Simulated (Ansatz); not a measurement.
# C (Fd-3m) in Ansatz: notebook

Runs on C. Level: PBE. Tasks: single point, equation of state.

Program: Ansatz 0.2.0. These are calculated values, not measurements. Logs are shortened: lines on timing, memory, paths and dates and some standing lists are left out, and cuts for length are marked.

**Measured values to compare with.**

“Equation of state of cubic boron nitride at high pressures and temperatures”, 2007, arxiv:cond-mat/0702656 quotes, for a bulk crystal of C: bulk modulus 442 ± 5 GPa.

The runs below are set against these values where they give the same quantity.

**1. The crystal as given**

The structure is cubic, space group Fd-3m (No. 227). Conventional cell: a = 3.567 Å, b = 3.567 Å, c = 3.567 Å, α = 90.00°, β = 90.00°, γ = 90.00°. C (site symmetry -43m) has 4 C at 1.54 Å as nearest neighbours.

This isn't the form of C at room conditions, which is graphite.

**2. Single point, PBE, 5.33 Å³/atom (volume scaled by 0.94)**

input.yaml reads:

```yaml
crystal:
  lattice:
    - [0.0, 1.7469644787, 1.7469644787]
    - [1.7469644787, 0.0, 1.7469644787]
    - [1.7469644787, 1.7469644787, 0.0]
  atoms:
    - { symbol: C, position: [0.75, 0.75, 0.75] }
    - { symbol: C, position: [0.5, 0.5, 0.5] }
hamiltonian:
  xc: pbe
  pseudopotentials: { kind: paw }
kpoints:
  mp_grid: { grid: [13, 13, 13] }
scf:
  occupations: { method: fermi_dirac, width: 0.05 }
output:
  forces: true
  stress: true
  eigenvalues: true
```

Potentials or basis: Ansatz PAW.

Run with:

```console
ansatz run input.yaml --threads 2 --pin off --max-ram 5632MiB --backend cpu --events-out ev --progress --plain --runs-dir out
```

What it wrote:

```text
Warning: RAYON_NUM_THREADS=2 ignored (pool sized by the plan → 2); use --threads N
Engine: ansatz 0.2.0, aarch64-unknown-linux-gnu
Pseudopotentials: kind: paw
Pseudopotential: C, paw, valence charge 4, recommended cutoff 420 eV (normal), C.paw.azcp
Functional definition: PBE
  parameter kappa = 0.804
  parameter beta = 0.06672455060314922
  exchange = pbe_x(kappa = kappa, mu = beta*pi^2/3)
  correlation = pbe_c(beta = beta)
Crystal: 2 atoms, lattice volume = 10.663 Å³
Basis set: ecut = 420 eV, 181 PW (Γ), exchange–correlation on 36×36×36 points (8 copies of the dense FFT grid, shifted against one another)
Bands: 8, of which v1, the nominal top of the filled ones, is band 4 counted from 1 (3 counted from 0)
Symmetry: 48 space group operations
Space group: Fd-3m (ITA 227), of the structure as read, at distance tolerance 2.2e-5 Å
k-points: 84 of 2197
Non-local potential: C, projectors of the file, l = 0: 2, l = 1: 2, l = 2: 1
PAW form: soft (Blöchl's): semilocal exchange-correlation on the pseudo side does not see the compensation charge
PAW one-centre angular grid: C, 110 points (default); XC on 64 Gauss nodes
Initial density: superposition of atomic densities (neutral atoms: chi_scale 0, normalization atom), corrected by the library's trained network
Initial wavefunctions: pseudopotential atomic-orbital guess
Functional: x = pbe(κ = 0.804, μ = 0.2195149727645171), c = pbe(β = 0.06672455060314922)
SCF iter   1: F=—  HF=-501.545969 eV  |F-HF|=—  |Δ(HF+E_count)|=         —  Δρ=2.86e-3  dr2=2.99e-4  ethr=1.77e-3  ⟨swp⟩=4.7  Hψ=4343  notcnv=0
preconditioner: auto → none  [insulator: Δε(μ)=4.282 eV  Ē_g=20.556 eV  σ=0.050 eV  W_gap=1.00  n_scr=0 (ndim 8)  ℏωp=32.2 eV  f_vac=0.000  D(μ)=0.00/eV (n_scr^D=0)  ε∞_Penn≈3.4]
SCF iter   2: F=—  HF=-501.546121 eV  |F-HF|=—  |Δ(HF+E_count)|=   1.52e-4  Δρ=1.23e-3  dr2=3.73e-5  ethr=3.74e-6  ⟨swp⟩=2.4  Hψ=1661  notcnv=0
SCF iter   3: F=—  HF=-501.546201 eV  |F-HF|=—  |Δ(HF+E_count)|=   7.95e-5  Δρ=2.24e-4  dr2=9.66e-7  ethr=4.66e-7  ⟨swp⟩=2.6  Hψ=1032  notcnv=0
iter 4 did not close the SCF: its close was put off for the readings that it lacked (scf_convergence_deferred on its scf_iter line)
SCF iter   4: F=-501.546204 eV  HF=-501.546204 eV  |F-HF|=1.79e-9  |Δ(HF+E_count)|=   3.06e-6  Δρ=1.15e-5  dr2=7.91e-9  ethr=1.21e-8  ⟨swp⟩=2.4  Hψ=977  notcnv=0
iter 5 did not close the SCF: its close was put off for the readings that it lacked (scf_convergence_deferred on its scf_iter line)
SCF iter   5: F=-501.546204 eV  HF=-501.546204 eV  |F-HF|=1.43e-10  |Δ(HF+E_count)|=   3.03e-9  Δρ=1.21e-6  dr2=4.69e-11  ethr=9.89e-11  ⟨swp⟩=2.5  Hψ=984  notcnv=0
SCF iter   6: F=-501.546204 eV  HF=-501.546204 eV  |F-HF|=4.55e-13  |Δ(HF+E_count)|=  1.65e-10  Δρ=4.49e-8  dr2=1.13e-13  ethr=1.00e-12  ⟨swp⟩=1.0  Hψ=1960  notcnv=0
SCF 1 converged in 6 iterations: F = -501.546204 eV  dr2 = 1.13e-13
SCF converged after 6 iterations
Free energy (F): -501.546204 eV
Harris-Foulkes:  -501.546204 eV  (|F-HF|=4.55e-13)
Internal energy: -501.546204 eV  (E = F + TS)
E sigma→0 (E₀):  -501.546204 eV
Fermi energy:    16.582499 eV
--- Per-component energies (eV) ---
  E_band       = 40.735588
  E_kinetic    = 188.916137
  E_local      = -117.901135  (includes V_loc(G=0)·N_el)
  E_nonlocal   = 54.121520
  E_hartree    = 25.918256
  E_xc         = -98.557870
  E_vxc        = -122.435817  (∫ρ·V_xc dr)
  E_paw        = -198.830490  (= ΣΔE_a)
  E_vpaw       = -13.801646  (= ΣTr[D̂ρ^β])
  E_aug_tail   = 0.000013  (compensation charges beyond the density's cutoff)
  E_ewald      = -355.212636
  E_smearing   = -0.000000  (= −TS)
  E_closure    = 0.000000  (closes the sum)
  Σ components = -501.546204   (vs F -501.546204, Δ=0.00e0)
--- Forces (eV/Å), atoms counted from 1 ---
  atom   1  C      0.00000000     0.00000000     0.00000000
  atom   2  C      0.00000000     0.00000000     0.00000000
  max |Σ_I F_I| component: 1.11e-16 eV/Å
--- Stress (GPa, compression-positive) ---
       32.224002      -0.000000       0.000000
        0.000000      32.224002      -0.000000
        0.000000      -0.000000      32.224002
  P = ⅓ Tr σ = 32.2240 GPa (322.240 kbar)
--- Band table (eV; the first three rows and the last of 84) ---
  k-point 0: bands = ["-7.8684", "14.4610", "14.4610", "14.4610", "20.2280", "20.2280", "20.2280", "29.1770"]
  k-point 1: bands = ["-7.6976", "13.3392", "14.1616", "14.1616", "20.6182", "20.6182", "20.9194", "29.2779"]
  k-point 2: bands = ["-7.1867", "10.9653", "13.4917", "13.4917", "21.4976", "21.4976", "22.0813", "29.5650"]
  k-point 83: bands = ["1.2877", "2.7977", "5.2553", "6.2829", "24.8984", "25.1112", "27.3516", "28.6113"]
```

Run time: 0.45 s. Hardware: 2 threads of Arm Neoverse V1, shared host; peak memory 0.24 GiB.

What came out:

| Quantity | Value |
| --- | --- |
| Free energy | -501.5462 eV |
| Pressure | 32.2 GPa |
| Band gap on the k mesh | 4.29 eV, indirect (least direct gap 5.77 eV) |

Caveat: odd divisions of the mesh miss points on the zone boundary, where band edges often lie, so the gap on the mesh can be too wide; the pressure holds a Pulay correction of +1.0 GPa for the finite cutoff.

**3. Single point, PBE, 5.44 Å³/atom (volume scaled by 0.96)**

input.yaml, as its differences from that of step 2:

```diff
@@ -2,5 +2,5 @@
   lattice:
-    - [0.0, 1.7469644787, 1.7469644787]
-    - [1.7469644787, 0.0, 1.7469644787]
-    - [1.7469644787, 1.7469644787, 0.0]
+    - [0.0, 1.7592674508, 1.7592674508]
+    - [1.7592674508, 0.0, 1.7592674508]
+    - [1.7592674508, 1.7592674508, 0.0]
   atoms:
@@ -19 +19,5 @@
   eigenvalues: true
+  write_density: true
+  write_potential: true
+  elf: true
+  volumetric_format: npy
```

Potentials or basis: Ansatz PAW.

Run with:

```console
ansatz run input.yaml --threads 2 --pin off --max-ram 5632MiB --backend cpu --events-out ev --progress --plain --runs-dir out
```

Run time: 0.59 s. Hardware: 2 threads of Arm Neoverse V1, shared host; peak memory 0.25 GiB.

It converged, with:

```
Free energy            : -501.5839 eV
Pressure               : 21.1 GPa
Band gap on the k mesh : 4.24 eV, indirect (least direct gap 5.71 eV)
```

Caveat: odd divisions of the mesh miss points on the zone boundary, where band edges often lie, so the gap on the mesh can be too wide; the pressure holds a Pulay correction of +1.0 GPa for the finite cutoff.

**4. Single point, PBE, 5.56 Å³/atom (volume scaled by 0.98)**

input.yaml reads:

```yaml
crystal:
  lattice:
    - [0.0, 1.7714007132, 1.7714007132]
    - [1.7714007132, 0.0, 1.7714007132]
    - [1.7714007132, 1.7714007132, 0.0]
  atoms:
    - { symbol: C, position: [0.75, 0.75, 0.75] }
    - { symbol: C, position: [0.5, 0.5, 0.5] }
hamiltonian:
  xc: pbe
  pseudopotentials: { kind: paw }
kpoints:
  mp_grid: { grid: [13, 13, 13] }
scf:
  occupations: { method: fermi_dirac, width: 0.05 }
output:
  forces: true
  stress: true
  eigenvalues: true
```

Run with:

```console
ansatz run input.yaml --threads 2 --pin off --max-ram 5632MiB --backend cpu --events-out ev --progress --plain --runs-dir out
```

Wall time 0.45 s (2 threads of Arm Neoverse V1, shared host); peak memory 0.24 GiB.

It converged, with:

* Free energy: -501.6065 eV
* Pressure: 11.0 GPa
* Band gap on the k mesh: 4.20 eV, indirect (least direct gap 5.65 eV)

Caveat: odd divisions of the mesh miss points on the zone boundary, where band edges often lie, so the gap on the mesh can be too wide; the pressure holds a Pulay correction of +1.0 GPa for the finite cutoff.

**5. Single point, PBE, 5.67 Å³/atom**

input.yaml, as its differences from that of step 4:

```diff
@@ -2,5 +2,5 @@
   lattice:
-    - [0.0, 1.7714007132, 1.7714007132]
-    - [1.7714007132, 0.0, 1.7714007132]
-    - [1.7714007132, 1.7714007132, 0.0]
+    - [0.0, 1.78337, 1.78337]
+    - [1.78337, 0.0, 1.78337]
+    - [1.78337, 1.78337, 0.0]
   atoms:
```

Run with:

```console
ansatz run input.yaml --threads 2 --pin off --max-ram 5632MiB --backend cpu --events-out ev --progress --plain --runs-dir out
```

Run time: 0.47 s. Hardware: 2 threads of Arm Neoverse V1, shared host; peak memory 0.24 GiB.

Results (log left out):

```yaml
Free_energy: -501.6155 eV
Pressure: 1.8 GPa
Band_gap_on_the_k_mesh: 4.15 eV, indirect (least direct gap 5.59 eV)
```

Caveat: odd divisions of the mesh miss points on the zone boundary, where band edges often lie, so the gap on the mesh can be too wide; the pressure holds a Pulay correction of +1.0 GPa for the finite cutoff.

**6. Single point, PBE, 5.79 Å³/atom (volume scaled by 1.02)**

input.yaml, as its differences from that of step 5:

```diff
@@ -2,5 +2,5 @@
   lattice:
-    - [0.0, 1.78337, 1.78337]
-    - [1.78337, 0.0, 1.78337]
-    - [1.78337, 1.78337, 0.0]
+    - [0.0, 1.7951807415, 1.7951807415]
+    - [1.7951807415, 0.0, 1.7951807415]
+    - [1.7951807415, 1.7951807415, 0.0]
   atoms:
```

Potentials or basis: Ansatz PAW.

Run with:

```console
ansatz run input.yaml --threads 2 --pin off --max-ram 5632MiB --backend cpu --events-out ev --progress --plain --runs-dir out
```

It took 0.47 s on 2 threads of Arm Neoverse V1, shared host; peak memory 0.24 GiB.

It converged, with:

| Item | Value |
| --- | --- |
| Free energy | -501.6120 eV |
| Pressure | -6.6 GPa |
| Band gap on the k mesh | 4.11 eV, indirect (least direct gap 5.54 eV) |

Caveat: odd divisions of the mesh miss points on the zone boundary, where band edges often lie, so the gap on the mesh can be too wide; the pressure holds a Pulay correction of +1.0 GPa for the finite cutoff.

**7. Single point, PBE, 5.90 Å³/atom (volume scaled by 1.04)**

input.yaml, as its differences from that of step 6:

```diff
@@ -2,5 +2,5 @@
   lattice:
-    - [0.0, 1.7951807415, 1.7951807415]
-    - [1.7951807415, 0.0, 1.7951807415]
-    - [1.7951807415, 1.7951807415, 0.0]
+    - [0.0, 1.806838086, 1.806838086]
+    - [1.806838086, 0.0, 1.806838086]
+    - [1.806838086, 1.806838086, 0.0]
   atoms:
@@ -19 +19,5 @@
   eigenvalues: true
+  write_density: true
+  write_potential: true
+  elf: true
+  volumetric_format: npy
```

Run with:

```console
ansatz run input.yaml --threads 2 --pin off --max-ram 5632MiB --backend cpu --events-out ev --progress --plain --runs-dir out
```

Run time: 0.6 s. Hardware: 2 threads of Arm Neoverse V1, shared host; peak memory 0.25 GiB.

The run converged. Its results:

* Free energy: -501.5971 eV
* Pressure: -14.3 GPa
* Band gap on the k mesh: 4.07 eV, indirect (least direct gap 5.49 eV)

Caveat: odd divisions of the mesh miss points on the zone boundary, where band edges often lie, so the gap on the mesh can be too wide; the pressure holds a Pulay correction of +1.0 GPa for the finite cutoff.

**8. Single point, PBE, 6.01 Å³/atom (volume scaled by 1.06)**

input.yaml, as its differences from that of step 7:

```diff
@@ -2,5 +2,5 @@
   lattice:
-    - [0.0, 1.806838086, 1.806838086]
-    - [1.806838086, 0.0, 1.806838086]
-    - [1.806838086, 1.806838086, 0.0]
+    - [0.0, 1.8183469191, 1.8183469191]
+    - [1.8183469191, 0.0, 1.8183469191]
+    - [1.8183469191, 1.8183469191, 0.0]
   atoms:
```

Run with:

```console
ansatz run input.yaml --threads 2 --pin off --max-ram 5632MiB --backend cpu --events-out ev --progress --plain --runs-dir out
```

Run time: 0.61 s. Hardware: 2 threads of Arm Neoverse V1, shared host; peak memory 0.25 GiB.

Results (log left out):

```yaml
Free_energy: -501.5719 eV
Pressure: -21.2 GPa
Band_gap_on_the_k_mesh: 4.03 eV, indirect (least direct gap 5.44 eV)
```

Caveat: odd divisions of the mesh miss points on the zone boundary, where band edges often lie, so the gap on the mesh can be too wide; the pressure holds a Pulay correction of +1.0 GPa for the finite cutoff.

**9. Equation of state, PBE**

Potentials or basis: Ansatz PAW.

This step only gathers the single runs of the series.

Results:

* Equilibrium volume: 5.70 Å³/atom
* Bulk modulus: 433 GPa
* Pressure derivative of the bulk modulus: 3.6

Energy against volume, from the lowest point:
```csv
volume (Å³/atom),energy (meV/atom)
5.332,34.65
5.445,15.80
5.558,4.51
5.672,0.00
5.785,1.76
5.899,9.18
6.012,21.80
```

**10. Comparison with measurements**

Step 9. A measured bulk modulus of C is 442 GPa (quoted in “Equation of state of cubic boron nitride at high pressures and temperatures”, 2007, arxiv:cond-mat/0702656); the calculated 433 GPa misses it by -2.0 %. 3 values of this kind are on record (442 to 444.8 GPa); this one was drawn at random among those near their median, those with a stated uncertainty first. The fit is for a static lattice scaled at fixed shape and fixed fractional positions. The cell as given is a measured one (5.67 Å³/atom); PBE puts the equilibrium volume +0.4 % from it, thermal expansion not counted.
